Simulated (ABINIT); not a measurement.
# Cr (Im-3m) in ABINIT: single point with PBE

Aim: the single point of Cr with PBE.

Program: ABINIT 10.8.3 (patched build). These are calculated values, not measurements. Logs are shortened: lines on timing, memory, paths and dates and some standing lists are left out, and cuts for length are marked. The log counts tension as positive stress, the text compression.

### 1 The structure

The structure is cubic, space group Im-3m (No. 229). The conventional cell has a = 2.969 Å, b = 2.969 Å, c = 2.969 Å, α = 90.00°, β = 90.00°, γ = 90.00°. Cr (site symmetry m-3m) has 8 Cr at 2.57 Å as nearest neighbours.

### 2 Single point, PBE, collinear spin, ferromagnetic start

The input, run.abi:

```
# Pseudopotentials
pp_dirpath "./"
pseudos "Cr.upf"

# Structure
acell 3*1.0 Angstrom
rprim
    -1.4844496776     1.4844496776     1.4844496776
     1.4844496776    -1.4844496776     1.4844496776
     1.4844496776     1.4844496776    -1.4844496776
ntypat 1
znucl 24
natom 1
typat 1
xred
     0.0000000000     0.0000000000     0.0000000000

# Plane-wave basis
ecut 1088.455450 eV

# k points
kptopt 1
ngkpt 9 9 9
nshiftk 1
shiftk 0.0 0.0 0.0

# Exchange and correlation
ixc 11

# Bands and occupations
nband 12
occopt 3
tsmear 0.05 eV

# Spin
nsppol 2
spinat
     0.0000000000     0.0000000000     3.0000000000

# SCF cycle
nstep 100
tolvrs 1.0e-10

# Output
iomode 3
prtwf 0
prtden 0
prteig 0
prtebands 0
enunit 1
```

Potentials or basis: PseudoDojo NC SR PBE v0.4.1 standard.

Launch:

```
$ mpirun --bind-to none -np 4 abinit run.abi > log 2>&1
```

run.abo:

```text
.Version 10.8.3 of ABINIT
 Symmetries : space group Im -3 m (#229); Bravais cI (body-center cubic)
================================================================================
 Values of the parameters that define the memory need of the present run
     intxc =       0    ionmov =       0      iscf =       7    lmnmax =       6
     lnmax =       6     mgfft =      30  mpssoang =       3    mqgrid =    3001
     natom =       1  nloc_mem =       1    nspden =       2   nspinor =       1
    nsppol =       2      nsym =      48    n1xccc =    2501    ntypat =       1
    occopt =       3   xclevel =       2
       mpw =        1085          nfft =       27000          nkpt =          35
================================================================================
================================================================================

--------------------------------------------------------------------------------
------------- Echo of variables that govern the present computation ------------
--------------------------------------------------------------------------------
 -outvars: echo values of preprocessed input variables --------
            acell      1.8897261259E+00  1.8897261259E+00  1.8897261259E+00 Bohr
              amu      5.19961000E+01
             ecut      4.00000000E+01 Hartree
           enunit           1
              ixc          11
         kptrlatt        9    0    0      0    9    0      0    0    9
          kptrlen      4.37287924E+01
            natom           1
            nband          12
            ngfft          30      30      30
             nkpt          35
           nspden           2
           nsppol           2
            nstep         100
             nsym          48
           ntypat           1
           occopt           3
           prtden           0
        prtebands           0
           prteig           0
            prtwf           0
            rprim     -1.4844496776E+00  1.4844496776E+00  1.4844496776E+00
                       1.4844496776E+00 -1.4844496776E+00  1.4844496776E+00
                       1.4844496776E+00  1.4844496776E+00 -1.4844496776E+00
          spgroup         229
           spinat      0.0000000000E+00  0.0000000000E+00  3.0000000000E+00
           tolvrs      1.00000000E-10
           tsmear      1.83746611E-03 Hartree
            typat      1
            znucl       24.00000

================================================================================

 chkinp: Checking input parameters for consistency.

================================================================================
== DATASET  1 ==================================================================

--- !DatasetInfo
iteration_state: {dtset: 1, }
dimensions: {natom: 1, nkpt: 35, mband: 12, nsppol: 2, nspinor: 1, nspden: 2, mpw: 1085, }
cutoff_energies: {ecut:  40.0, pawecutdg:  -1.0, }
electrons: {nelect:   1.40000000E+01, charge:   0.00000000E+00, occopt:   3.00000000E+00, tsmear:   1.83746611E-03, }
meta: {optdriver: 0, ionmov: 0, optcell: 0, iscf: 7, paral_kgb: 0, }
...

 Exchange-correlation functional for the present dataset will be:
  GGA: Perdew-Burke-Ernzerhof functional - ixc=11
  J.P.Perdew, K.Burke, M.Ernzerhof, PRL 77, 3865 (1996)

 Real(R)+Recip(G) space primitive vectors, cartesian coordinates (Bohr,Bohr^-1):
 R(1)= -2.8052033  2.8052033  2.8052033  G(1)=  0.0000000  0.1782402  0.1782402
 R(2)=  2.8052033 -2.8052033  2.8052033  G(2)=  0.1782402  0.0000000  0.1782402
 R(3)=  2.8052033  2.8052033 -2.8052033  G(3)=  0.1782402  0.1782402  0.0000000
 Unit cell volume ucvol=  8.8298440E+01 bohr^3
 Angles (23,13,12)=  1.09471221E+02  1.09471221E+02  1.09471221E+02 degrees

 getcut: wavevector=  0.0000  0.0000  0.0000  ngfft=  30  30  30
         ecut(hartree)=     40.000   => boxcut(ratio)=   2.16871

--- Pseudopotential description ------------------------------------------------
- pspini: atom type   1  psp file is ./Cr.upf
12 -101130 2 -1 1638                          pspcod,pspxc,lmax,lloc,mmax
     nproj     2     2     2

   2.40737487E+02                                ecore*ucvol(ha*bohr**3)
--------------------------------------------------------------------------------

================================================================================

--- !BeginCycle
iteration_state: {dtset: 1, }
solver: {iscf: 7, nstep: 100, nline: 4, wfoptalg: 0, }
tolerances: {tolvrs: 1.00E-10, }
...

     iter   Etot(hartree)      deltaE(h)  residm     vres2   difmagsph maxmagsph
 ETOT  1  -88.839264990188    -8.884E+01 2.110E-01 7.865E+02 9.440E-01 9.440E-01
 ETOT  2  -88.773947034674     6.532E-02 1.442E-02 1.351E+03 2.646E-04 9.437E-01
 ETOT  3  -88.992207495147    -2.183E-01 9.968E-03 1.262E+01 5.348E-01 4.090E-01
 ETOT  4  -88.996567197209    -4.360E-03 5.778E-04 1.090E+00 2.675E-01 1.415E-01
 ETOT  5  -88.996973755238    -4.066E-04 6.941E-04 1.432E-01 6.598E-02 7.552E-02
 ETOT  6  -88.996988044518    -1.429E-05 1.460E-04 1.029E-01 6.601E-03 6.892E-02
 ETOT  7  -88.997049429540    -6.139E-05 1.554E-04 1.110E-02 5.518E-02 1.373E-02
 ETOT  8  -88.997048946051     4.835E-07 3.857E-05 1.208E-02 1.194E-03 1.493E-02
 ETOT  9  -88.997052927256    -3.981E-06 4.171E-05 7.495E-04 1.046E-02 4.470E-03
 ETOT 10  -88.997053263983    -3.367E-07 1.035E-05 6.143E-06 4.269E-03 2.015E-04
 ETOT 11  -88.997053265682    -1.699E-09 1.116E-05 7.908E-08 2.673E-04 6.581E-05
 ETOT 12  -88.997053265729    -4.746E-11 2.780E-06 5.839E-10 6.877E-05 2.959E-06
 ETOT 13  -88.997053265731    -1.307E-12 3.032E-06 1.450E-11 1.348E-06 1.611E-06

 At SCF step   13       vres2   =  1.45E-11 < tolvrs=  1.00E-10 =>converged.

 Cartesian components of stress tensor (hartree/bohr^3)
  sigma(1 1)=  9.27263312E-04  sigma(3 2)=  0.00000000E+00
  sigma(2 2)=  9.27263312E-04  sigma(3 1)=  0.00000000E+00
  sigma(3 3)=  9.27263312E-04  sigma(2 1)=  0.00000000E+00

--- !ResultsGS
iteration_state: {dtset: 1, }
comment   : Summary of ground state results
lattice_vectors:
- [ -2.8052033,   2.8052033,   2.8052033, ]
- [  2.8052033,  -2.8052033,   2.8052033, ]
- [  2.8052033,   2.8052033,  -2.8052033, ]
lattice_lengths: [   4.85875,    4.85875,    4.85875, ]
lattice_angles: [109.471, 109.471, 109.471, ] # degrees, (23, 13, 12)
lattice_volume:   8.8298440E+01
convergence: {deltae: -1.307E-12, res2:  1.450E-11, residm:  3.032E-06, diffor: null, }
etotal    :  -8.89970533E+01
entropy   :   0.00000000E+00
fermie    :   4.30655898E-01
cartesian_stress_tensor: # hartree/bohr^3
- [  9.27263312E-04,   0.00000000E+00,   0.00000000E+00, ]
- [  0.00000000E+00,   9.27263312E-04,   0.00000000E+00, ]
- [  0.00000000E+00,   0.00000000E+00,   9.27263312E-04, ]
pressure_GPa:  -2.7281E+01
xred      :
- [  0.0000E+00,   0.0000E+00,   0.0000E+00, Cr]
cartesian_forces: # hartree/bohr
- [ -0.00000000E+00,  -0.00000000E+00,  -0.00000000E+00, ]
force_length_stats: {min:   0.00000000E+00, max:   0.00000000E+00, mean:   0.00000000E+00, }
...

 Integrated electronic and magnetization densities in atomic spheres:
 ------------------------------------------------------------------------------------------------------------
 Radius=ratsph(iatom), smearing ratsm=  0.0000. Diff(up-dn)=approximate z local magnetic moment.
    Atom    Radius    up_density   dn_density  Total(up+dn)  Diff(up-dn)
    1 Cr   2.00000     5.865704     5.865702     11.731406     0.000002
 ------------------------------------------------------------------------------------------------------------
  Sum:                 5.865704     5.865702     11.731406     0.000002
 Total magnetization (from the atomic spheres):                0.000002
 Total magnetization (exact up - dn):                          0.000002

================================================================================

 ----iterations are completed or convergence reached----

 Mean square residual over all n,k,spin=   52.011E-10; max=  30.323E-07
 reduced coordinates (array xred) for    1 atoms
       0.000000000000      0.000000000000      0.000000000000
 rms dE/dt=  0.0000E+00; max dE/dt=  0.0000E+00; dE/dt below (all hartree)
    1       0.000000000000      0.000000000000      0.000000000000

 cartesian coordinates (angstrom) at end:
    1      0.00000000000000     0.00000000000000     0.00000000000000

 cartesian forces (hartree/bohr) at end:
    1     -0.00000000000000    -0.00000000000000    -0.00000000000000
 frms,max,avg= 0.0000000E+00 0.0000000E+00   0.000E+00  0.000E+00  0.000E+00 h/b

 cartesian forces (eV/Angstrom) at end:
    1     -0.00000000000000    -0.00000000000000    -0.00000000000000
 frms,max,avg= 0.0000000E+00 0.0000000E+00   0.000E+00  0.000E+00  0.000E+00 e/A
 length scales=  1.889726125908  1.889726125908  1.889726125908 bohr
              =  1.000000000000  1.000000000000  1.000000000000 angstroms
 Fermi (or HOMO) energy (eV) =  11.71874   Average Vxc (eV)= -13.15822
 Eigenvalues (   eV  ) for nkpt=  35  k points, SPIN UP:
 kpt#   1, nband= 12, wtk=  0.00137, kpt=  0.0000  0.0000  0.0000 (reduced coord)
 -60.26374  -31.21710  -31.21710  -31.21710    4.20545   10.92255   10.92255   10.92255
  12.68279   12.68279   32.99854   32.99854
 prteigrs : prtvol=0 or 1, do not print more k-points.

 Eigenvalues (   eV  ) for nkpt=  35  k points, SPIN DOWN:
 kpt#   1, nband= 12, wtk=  0.00137, kpt=  0.0000  0.0000  0.0000 (reduced coord)
 -60.26374  -31.21709  -31.21709  -31.21709    4.20545   10.92255   10.92255   10.92255
  12.68279   12.68279   32.99854   32.99854
 prteigrs : prtvol=0 or 1, do not print more k-points.

--- !EnergyTerms
iteration_state     : {dtset: 1, }
comment             : Components of total free energy in Hartree
kinetic             :  3.82339418666545E+01
hartree             :  1.90930076960653E+01
xc                  : -1.31250827491732E+01
Ewald energy        : -6.35684538755965E+01
psp_core            :  2.72640701762528E+00
local_psp           : -6.60546928845490E+01
non_local_psp       : -6.30190580280737E+00
internal            : -8.89967787317810E+01
'-kT*entropy'       : -2.74533949496480E-04
total_energy        : -8.89970532657305E+01
total_energy_eV     : -2.42173319116794E+03
band_energy         : -9.27137166897787E+00
...

 Cartesian components of stress tensor (hartree/bohr^3)
  sigma(1 1)=  9.27263312E-04  sigma(3 2)=  0.00000000E+00
  sigma(2 2)=  9.27263312E-04  sigma(3 1)=  0.00000000E+00
  sigma(3 3)=  9.27263312E-04  sigma(2 1)=  0.00000000E+00

-Cartesian components of stress tensor (GPa)         [Pressure= -2.7281E+01 GPa]
- sigma(1 1)=  2.72810285E+01  sigma(3 2)=  0.00000000E+00
- sigma(2 2)=  2.72810285E+01  sigma(3 1)=  0.00000000E+00
- sigma(3 3)=  2.72810285E+01  sigma(2 1)=  0.00000000E+00

== END DATASET(S) ==============================================================
================================================================================

 -outvars: echo values of variables after computation  --------
            acell      1.8897261259E+00  1.8897261259E+00  1.8897261259E+00 Bohr
           etotal     -8.8997053266E+01
            fcart     -0.0000000000E+00 -0.0000000000E+00 -0.0000000000E+00
            rprim     -1.4844496776E+00  1.4844496776E+00  1.4844496776E+00
                       1.4844496776E+00 -1.4844496776E+00  1.4844496776E+00
                       1.4844496776E+00  1.4844496776E+00 -1.4844496776E+00
           strten      9.2726331201E-04  9.2726331201E-04  9.2726331201E-04
                       0.0000000000E+00  0.0000000000E+00  0.0000000000E+00
 Calculation completed.
```

It took 9.5 s on 4 MPI ranks of Arm Neoverse V1, shared host; peak memory 0.24 GiB.

What came out:

- Free energy: -2421.7332 eV
- Band gap on the k mesh: none (metal or under the smearing width)
- Net moment: 0.00 μB per cell
- Valence electrons inside the program's atomic spheres: Cr 11.73 (radii [1.0584] Å)

Caveat: the cutoff is too short for stress, so the log's stress isn't used; the starting moments collapsed, and a magnetic state may lie lower.
